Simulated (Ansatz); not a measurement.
## Polymorphs of MgZnO4

Level of theory: DFT PBE, scalar-relativistic, plane waves, PAW in Ansatz 0.2.0. All cells share a 420 eV cutoff and Γ-centred k meshes spaced at most about 0.3 Å⁻¹ (about 0.25 or finer for metals, 2π included). Spin is collinear in cells that carry moments; the others ran without spin or lost their moments.

Formation energies are uncorrected and refer to the elements' standard structures at the same level (O₂ as a molecule).

These are static total energies at zero pressure. Larger cells and other orderings weren't all tried, so the list isn't exhaustive. For metals, differences of a few meV/atom aren't resolved. No dispersion correction is applied, so the spacing and binding between layers, chains or molecules are poorly described (P4/mmm at 12.7 Å³/atom, F-43m at 17.2 Å³/atom), and this can change margins and order among such cells. Kohn–Sham gaps at this level usually fall short of measured ones. A magnetic state wasn't ruled out in cells without spin, among them F-43m at 10.1 Å³/atom. The magnetic state reached may not be the lowest.

Invented guesses were relaxed alike, and ends that match in structure, energy and magnetic state were merged. ΔE counts from the first row. Coordination counts O atoms around Mg and Zn (those within 1.25 times the shortest such distance or 1.15 times the sum of covalent radii, 1.27 where that leaves under three; the shortest distance is added where it exceeds 1.18 times the sum of covalent radii). The ends were matched against large subsets of the Crystallography Open Database and the Materials Project, so a missing match doesn't prove that a structure is unreported.

```
#          reached from  type and space group  atoms  Å³/atom                        coordination  ΔE (meV/atom)  gap on mesh (eV)           moments  in databases
1  PrDyC4 type (P4/mmm)      P4/mmm (No. 123)      6     12.7                          Mg 8, Zn 8              0              0.90              none      no match
2   NaYF4 type (P4/mmm)      P4/mmm (No. 123)      6     10.4                          Mg 8, Zn 8            121              0.00  parallel, 0.9 μB      no match
3    TaCrO4 type (Cmmm)         Cmmm (No. 65)      6     11.7                          Mg 6, Zn 6            131              0.00  parallel, 0.9 μB      no match
4  ErAlCu4 type (P-6m2)       P-6m2 (No. 187)      6     11.2              Mg 15 from 3.0 Å, Zn 6           1081              0.00  parallel, 0.7 μB      no match
5   AgClO4 type (F-43m)       F-43m (No. 216)      6     17.2              Mg 4, Zn 12 from 3.0 Å           1259              0.00  parallel, 1.0 μB      no match
6  YbNi4Au type (F-43m)       F-43m (No. 216)      6     10.1  Mg 12 from 2.6 Å, Zn 12 from 2.6 Å           1270              0.00              none      no match
```

The lowest: Space group P4/mmm (No. 123), tetragonal, a = 2.892 Å, c = 9.115 Å. Mg is surrounded by 8 O at 2.19 Å; Zn has 8 O at 2.20 Å; O on its first site is surrounded by 1 O at 1.61 Å and 4 Zn at 2.20 Å; around O on its second site lie 1 O at 1.56 Å and 4 Mg at 2.19 Å. Its energy over the elements is −0.780 eV/atom. Whether it is stable depends on the other phases of the system, which aren't compared here. An observed structure of this formula, if there is one, may be missing.

```cif
data_structure
_symmetry_space_group_name_H-M 'P4/mmm'
_symmetry_Int_Tables_number 123
_cell_length_a 2.8918
_cell_length_b 2.8918
_cell_length_c 9.1151
_cell_angle_alpha 90.000
_cell_angle_beta 90.000
_cell_angle_gamma 90.000
_cell_volume 76.22
loop_
_atom_site_label
_atom_site_type_symbol
_atom_site_symmetry_multiplicity
_atom_site_Wyckoff_symbol
_atom_site_fract_x
_atom_site_fract_y
_atom_site_fract_z
_atom_site_occupancy
Mg1 Mg 1 a 0.00000 0.00000 0.00000 1
Zn1 Zn 1 d 0.50000 0.50000 0.50000 1
O1 O 2 g 0.00000 0.00000 0.58811 1
O2 O 2 h 0.50000 0.50000 0.08561 1
```

The second: Space group P4/mmm (No. 123), tetragonal, a = 3.541 Å, c = 4.989 Å. Mg is surrounded by 8 O at 2.16 Å; Zn is surrounded by 8 O at 2.17 Å; O has 2 Mg at 2.16 Å, 2 Zn at 2.17 Å and 6 O at 2.49–2.50 Å. Counting O atoms around Mg and Zn, the first and the second both have Mg 8, Zn 8. The first holds O–O pairs (shortest 1.56 Å, as in peroxide); in the second the shortest O–O distance is 2.49 Å. Cells relaxed within their symmetry can be saddle points. Some candidate types were left out of the draw beforehand, so a known form may be missing.
